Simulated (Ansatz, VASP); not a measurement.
Two plane-wave programs on Pt

INCAR

```
SYSTEM = Pt
ALGO     = Normal         ! electronic algorithm
EDIFF    = 1E-6           ! SCF threshold, eV
ENCUT    = 520            ! plane-wave cutoff, eV
GGA      = PS             ! functional
ISIF     = 2              ! what is computed and relaxed
ISMEAR   = 0              ! smearing method
LASPH    = .TRUE.         ! aspherical terms in the spheres
LCHARG   = .TRUE.         ! write CHGCAR
LELF     = .TRUE.         ! ELF
LREAL    = .FALSE.        ! projectors in reciprocal space
LVHAR    = .TRUE.       
LWAVE    = .FALSE.        ! write WAVECAR
NBANDS   = 11             ! bands
NELM     = 100            ! most SCF steps
PREC     = Accurate       ! precision mode
SIGMA    = 0.15           ! smearing width, eV
```

KPOINTS

```
k-points
0
G
  20 20 20
  0 0 0
```

Contents of POSCAR:

```
Pt
1.0
    0.0000000000      2.0557950000      1.9579000000
    2.0557950000      0.0000000000      1.9579000000
    2.0557950000      2.0557950000      0.0000000000
Pt
1
Direct
    0.0000000000      0.0000000000      0.0000000000
```

Input for Ansatz:

```yaml
crystal:
  lattice:
    - [0.0, 2.055795, 1.9579]
    - [2.055795, 0.0, 1.9579]
    - [2.055795, 2.055795, 0.0]
  atoms:
    - { symbol: Pt, position: [0.0, 0.0, 0.0] }
basis:
  ecutwfc: 420
kpoints:
  mp_grid: { grid: [20, 20, 20] }
hamiltonian:
  xc: pbesol
scf:
  occupations: { method: gaussian, width: 0.15 }
output:
  forces: true
  stress: true
  eigenvalues: true
  write_density: true
  write_potential: true
  elf: true
  volumetric_format: npy
```

Change from the starting cell: strain +0.0500 x Voigt [1, 1, 0, 0, 0, 0], atoms carried along.

Alike in both runs: task single point; functional PBEsol; k mesh 20 × 20 × 20; occupations gaussian, width 0.15 eV; no spin polarisation.

|  | VASP | Ansatz |
| --- | --- | --- |
| version | VASP 6.6.1 | Ansatz 0.2.0 |
| potentials or method | VASP PAW PBE potentials, release 64 (Pt) | scalar-relativistic, plane waves, PAW |
| plane-wave cutoff (eV) | 520 | 420 |
| valence electrons in the cell | 10 | 18 |

VASP gave:

```
gap on the k mesh at the Fermi level (eV)       : none
pressure (GPa)                                  : -21.3
largest component of the traceless stress (GPa) : 1.71
```

Which values does Ansatz return?

gap on the k mesh at the Fermi level (eV): none; pressure (GPa): -21.0; largest component of the traceless stress (GPa): 1.71.

A gap of «none» marks a metal or a gap that the smearing closes. The two sets of potentials don't hold the same shells in valence.

Caveats: so large a pressure means that the cell lies far from this level's equilibrium, or that cutoff or potentials fall short (VASP); the potentials were made for another functional, which shifts forces and pressure (VASP). The runs have no spin-orbit coupling, so splittings on Pt are missing.
